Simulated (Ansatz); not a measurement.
## ¹¹⁹Sn Mössbauer parameters in SnO under strain

Cell: a structure deposited in the COD, relaxed with PBE at fixed cell and then changed (z stretched by 1 %, ions relaxed).

```cif
data_structure
_symmetry_space_group_name_H-M 'P 1'
_symmetry_Int_Tables_number 1
_cell_length_a 3.7986
_cell_length_b 3.7986
_cell_length_c 11.2312
_cell_angle_alpha 90.000
_cell_angle_beta 90.000
_cell_angle_gamma 97.685
_cell_volume 160.61
loop_
_atom_site_label
_atom_site_type_symbol
_atom_site_fract_x
_atom_site_fract_y
_atom_site_fract_z
_atom_site_occupancy
Sn1 Sn 0.00001 0.99999 0.98483 1
Sn2 Sn 0.99999 0.00001 0.48483 1
Sn3 Sn 0.49987 0.50013 0.27216 1
Sn4 Sn 0.50013 0.49987 0.77216 1
O5 O 0.99999 0.49998 0.37850 1
O6 O 0.00001 0.50002 0.87850 1
O7 O 0.50002 0.00001 0.37850 1
O8 O 0.49998 0.99999 0.87850 1
```

Atoms are numbered from 1 in the order listed; like atoms form one site, named after its first atom.

Level of theory: DFT, PBE, plane waves and PAW, scalar-relativistic, 420 eV cutoff, Γ-centred 8×8×3 k-points, Fermi–Dirac smearing 0.02 eV (Ansatz 0.2.0).

Isomer shifts (against SnO₂) follow from the electron density at the nucleus, δ = α(ρ − ρ₀), with α = 0.099 mm s⁻¹ a₀³ and ρ₀ = 183191.44 a₀⁻³ from a line fitted to 8 measured compounds at this level of theory (rms miss 0.12 mm/s). ΔE_Q = ½eQV_zz(1 + η²/3)^½ with Q = -0.132 b for the 23.9 keV state.

**Question.** What would the ¹¹⁹Sn spectrum's parameters be?

**Answer.** 

```csv
site,atoms,first shell,ρ − ρ₀ (a₀⁻³),δ (mm/s),ΔE_Q (mm/s),η
Sn,"1, 2, 3, 4",4 O at 2.24 Å,28.4,2.81,1.56,0.31
```

The shift of Sn is typical of Sn(II), and the large splitting points to a stereochemically active lone pair.

Without spin–orbit coupling (the program notes it for Sn) the gradients can shift somewhat, as the gap is small. The database positions were far from equilibrium, so the relaxed structure may not be the compound's real one.
